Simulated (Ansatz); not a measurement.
# InPd (Pm-3m) in Ansatz: phonons with LDA

Aim: the phonons of InPd with LDA.

Everything below comes from runs of Ansatz 0.2.0. Logs are shortened: lines on timing, memory, paths and dates and some standing lists are left out, and cuts for length are marked.

## 1. The structure

It takes space group Pm-3m (No. 221, cubic). Conventional cell: a = 3.272 Å, b = 3.272 Å, c = 3.272 Å, α = 90.00°, β = 90.00°, γ = 90.00°. In (site symmetry m-3m) is surrounded by 8 Pd at 2.83 Å. Around Pd (site symmetry m-3m) lie 8 In at 2.83 Å.

The cell comes from a database or a generator and needn't be the stable form of this composition.

## 2. Phonons, LDA

File input.yaml:

```yaml
crystal:
  lattice:
    - [3.27188478, 0.0, 0.0]
    - [0.0, 3.27188478, 0.0]
    - [0.0, 0.0, 3.27188478]
  atoms:
    - { symbol: In, position: [0.0, 0.0, 0.0] }
    - { symbol: Pd, position: [0.5, 0.5, 0.5] }
hamiltonian:
  xc: lda
  pseudopotentials: { kind: paw }
kpoints:
  mp_grid: { grid: [6, 6, 6] }
scf:
  occupations: { method: fermi_dirac, width: 0.05 }
phonons:
  method: dfpt
```

Potentials or basis: Ansatz PAW.

The run is started by

```
$ ansatz run input.yaml --threads 2 --pin off --max-ram 5632MiB --backend cpu --events-out ev --progress --plain --runs-dir out
```

Output:

```text
Warning: RAYON_NUM_THREADS=2 ignored (pool sized by the plan → 2); use --threads N
Engine: ansatz 0.2.0, aarch64-unknown-linux-gnu
Pseudopotentials: kind: paw
Pseudopotential: In, paw, valence charge 13, recommended cutoff 420 eV (normal), In.paw.azcp
Pseudopotential: Pd, paw, valence charge 18, recommended cutoff 420 eV (normal), Pd.paw.azcp
Functional definition: SPW92
  exchange = slater_x
  correlation = pw_c
Crystal: 2 atoms, lattice volume = 35.026 Å³
Basis set: ecut = 420 eV, 691 PW (Γ), exchange–correlation on 48×48×48 points (8 copies of the dense FFT grid, shifted against one another)
Bands: 20, of which v1, the nominal top of the filled ones, is band 16 counted from 1 (15 counted from 0)
Symmetry: 48 space group operations
k-points: 40 of 216 (irreducible under 8 space group operations, time reversal used)
Non-local potential: In, projectors of the file, l = 0: 2, l = 1: 2, l = 2: 2, l = 3: 2
Non-local potential: Pd, projectors of the file, l = 0: 2, l = 1: 2, l = 2: 2, l = 3: 1
PAW form: soft (Blöchl's): semilocal exchange-correlation on the pseudo side does not see the compensation charge
PAW frozen core: In, regenerated for the run's functional, and the local potential with it (the file was generated under x = pbe(κ = 0.804, μ = 0.2195149727645171), c = pbe(β = 0.06672455060314922))
PAW frozen core: Pd, regenerated for the run's functional, and the local potential with it (the file was generated under x = pbe(κ = 0.804, μ = 0.2195149727645171), c = pbe(β = 0.06672455060314922))
PAW one-centre angular grid: In, 590 points (default); XC on 64 Gauss nodes
PAW one-centre angular grid: Pd, 590 points (default); XC on 64 Gauss nodes
Initial density: superposition of atomic densities (neutral atoms: chi_scale 0, normalization atom), corrected by the library's trained network
Initial wavefunctions: pseudopotential atomic-orbital guess
Functional: x = slater, c = lda
SCF iter   1: F=—  HF=-12302.780183 eV  |F-HF|=—  |Δ(HF+E_count)|=         —  Δρ=1.28e-2  dr2=5.49e-2  ethr=1.77e-3  ⟨swp⟩=5.7  Hψ=3542  notcnv=0
preconditioner: auto → none  [insulator: Δε(μ)=0.227 eV  Ē_g=14.371 eV  σ=0.050 eV  W_gap=0.81  n_scr=6 (ndim 8)  ℏωp=30.1 eV  f_vac=0.000  D(μ)=0.55/eV (n_scr^D=0)  ε∞_Penn≈5.4]
SCF iter   2: F=—  HF=-12302.768038 eV  |F-HF|=—  |Δ(HF+E_count)|=   1.21e-2  Δρ=2.90e-3  dr2=2.45e-3  ethr=1.77e-4  ⟨swp⟩=2.7  Hψ=1677  notcnv=0  defer=10
SCF iter   3: F=—  HF=-12302.767415 eV  |F-HF|=—  |Δ(HF+E_count)|=   6.24e-4  Δρ=1.05e-3  dr2=2.18e-4  ethr=7.91e-6  ⟨swp⟩=1.5  Hψ=839  notcnv=0  defer=10
SCF iter   4: F=—  HF=-12302.767376 eV  |F-HF|=—  |Δ(HF+E_count)|=   3.90e-5  Δρ=9.31e-5  dr2=1.34e-6  ethr=7.02e-7  ⟨swp⟩=2.8  Hψ=1377  notcnv=0  defer=10
SCF iter   5: F=—  HF=-12302.767372 eV  |F-HF|=—  |Δ(HF+E_count)|=   4.12e-6  Δρ=3.30e-5  dr2=3.19e-7  ethr=4.31e-9  ⟨swp⟩=2.5  Hψ=1398  notcnv=0  defer=10
SCF iter   6: F=—  HF=-12302.767372 eV  |F-HF|=—  |Δ(HF+E_count)|=   1.44e-8  Δρ=1.51e-6  dr2=7.35e-10  ethr=1.03e-9  ⟨swp⟩=2.3  Hψ=1176  notcnv=0  defer=10
SCF iter   7: F=—  HF=-12302.767372 eV  |F-HF|=—  |Δ(HF+E_count)|=  3.18e-10  Δρ=2.53e-7  dr2=1.03e-11  ethr=2.37e-12  ⟨swp⟩=2.0  Hψ=1256  notcnv=0  defer=10
SCF iter   8: F=-12302.767372 eV  HF=-12302.767372 eV  |F-HF|=3.64e-12  |Δ(HF+E_count)|=  1.82e-12  Δρ=1.68e-8  dr2=4.80e-14  ethr=1.00e-12  ⟨swp⟩=5.8  Hψ=3150  notcnv=0
SCF 1 converged in 8 iterations: F = -12302.767372 eV  dr2 = 4.80e-14
DFPT response loops at Γ: preconditioner auto → Kerker (q_TF=auto, 2.673 Å⁻¹) (partly filled bands, converged f_vac=0.000); β = 1.00, the filter's whole step (`scf.mixing.beta` (0.50) is not read by the response loops under this deck's `scf.mixing.preconditioner`; to damp them name `kerker` or `kerker_dos`, under which they read `scf.mixing.beta`, and type it under 1.00, their step now; both keys bind the ground state too); Broyden in place of MSR1
SCF converged after 8 iterations
Free energy (F): -12302.767372 eV
Harris-Foulkes:  -12302.767372 eV  (|F-HF|=3.64e-12)
Internal energy: -12302.761458 eV  (E = F + TS)
E sigma→0 (E₀):  -12302.764415 eV
Entropy (-TS):   -0.005913 eV (-2.957 meV/atom)
Fermi energy:    16.381265 eV
--- Per-component energies (eV) ---
  E_band       = -154.605025
  E_kinetic    = 760.317841
  E_local      = -2906.883281  (includes V_loc(G=0)·N_el)
  E_nonlocal   = 593.897985
  E_hartree    = 1174.916777
  E_xc         = -381.812441
  E_vxc        = -313.343277  (∫ρ·V_xc dr)
  E_paw        = -7640.248833  (= ΣΔE_a)
  E_vpaw       = -638.428078  (= ΣTr[D̂ρ^β])
  E_aug_tail   = 0.000234  (compensation charges beyond the density's cutoff)
  E_ewald      = -3903.915009
  E_core_change = 0.965270  (= ΣΔE_core)
  E_smearing   = -0.005913  (= −TS)
  E_closure    = 0.000000  (closes the sum)
  Σ components = -12302.767372   (vs F -12302.767372, Δ=0.00e0)
--- Band table (eV; the first three rows and the last of 40) ---
  k-point 0: bands = ["-68.0404", "-33.8393", "-33.8393", "-33.8393", "1.5347", "1.5347", "1.9469", "1.9469", "1.9469", "6.2460", "12.5396", "12.5396", "14.0687", "14.0687", "14.0687", "20.5096", "20.5096", "20.5096", "25.5381", "27.0733"]
  k-point 1: bands = ["-68.0400", "-33.8474", "-33.8387", "-33.8387", "1.5495", "1.6240", "1.9199", "1.9199", "1.9553", "6.6875", "12.5420", "12.5829", "13.7725", "13.7725", "14.0494", "18.2334", "21.3574", "21.3574", "26.1504", "26.9162"]
  k-point 2: bands = ["-68.0393", "-33.8635", "-33.8376", "-33.8376", "1.5793", "1.8012", "1.8663", "1.8663", "1.9720", "7.9868", "12.0515", "12.5468", "13.2855", "13.2855", "14.0107", "15.7647", "23.4773", "23.4773", "26.4480", "26.5651"]
  k-point 39: bands = ["-68.0359", "-33.8657", "-33.8657", "-33.8657", "1.6709", "1.6709", "1.6709", "2.1668", "2.1668", "11.4786", "11.4786", "11.4786", "14.6897", "14.6897", "16.0963", "20.1742", "20.1742", "20.1742", "20.7605", "20.7605"]
--- Phonons (Γ-DFPT): 2 representative perturbations + reference, on 40 of 216 k-points (Σ response iterations 7) ---
  k mesh reduced under 8 symmetry operations, with k and −k counted as one. Each operation leaves every solved perturbation unchanged. A smaller set is not used because it would not reduce the number of displacements times k-points to solve
  ASR residual: 1.310e-5 → 0.000e0 eV/Å²; symmetrization residual: 1.477e-5 eV/Å²
  ASR residual per site (eV/Å²): 1.31e-5 1.17e-5
  Γ frequencies (cm⁻¹): 0.00 0.00 0.00 127.54 127.54 127.54
  non-analytic LO–TO correction: not included (Born effective charges unavailable; polar crystals: no LO–TO splitting at Γ)
```

second_order_force_constants.tsv:

```text
# format = ansatz-second-order-force-constants/2
# a1_ang = 3.27188478e0 0e0 0e0
# a2_ang = 0e0 3.27188478e0 0e0
[... 68 lines left out ...]
0	0	0	0	0	0	3.303500569160377e0	-1.1504221534473083e-31	2.629536350736706e-31	-1.1504221534473083e-31	3.303500569160377e0	-0e0	2.629536350736706e-31	-0e0	3.303500569160377e0
0	1	0	0	0	1	-3.303500569160377e0	1.1504221534473083e-31	-2.629536350736706e-31	1.1504221534473083e-31	-3.303500569160377e0	0e0	-2.629536350736706e-31	0e0	-3.303500569160377e0
1	0	0	0	0	0	-3.303500569160377e0	1.1504221534473083e-31	-2.629536350736706e-31	1.1504221534473083e-31	-3.303500569160377e0	0e0	-2.629536350736706e-31	0e0	-3.303500569160377e0
1	1	0	0	0	1	3.303500569160377e0	-1.1504221534473083e-31	2.629536350736706e-31	-1.1504221534473083e-31	3.303500569160377e0	-0e0	2.629536350736706e-31	-0e0	3.303500569160377e0
```

Wall time 4 s (2 threads of Arm Neoverse V2, shared host); peak memory 0.4 GiB.

What came out:

| Property | Result |
| --- | --- |
| Free energy | -12302.7674 eV |
| Band gap on the k mesh | none (metal or under the smearing width) |
| Highest phonon frequency at Γ | 128 cm⁻¹ |

Phonon frequencies in cm⁻¹ (negative: imaginary):
| q point | frequencies |
| --- | --- |
| (0.000, 0.000, 0.000) | 0 0 0 128 128 128 |

Caveat: the PAW data sets come from PBE, with cores solved anew for the run's functional, which leaves a small shift of forces and pressure.
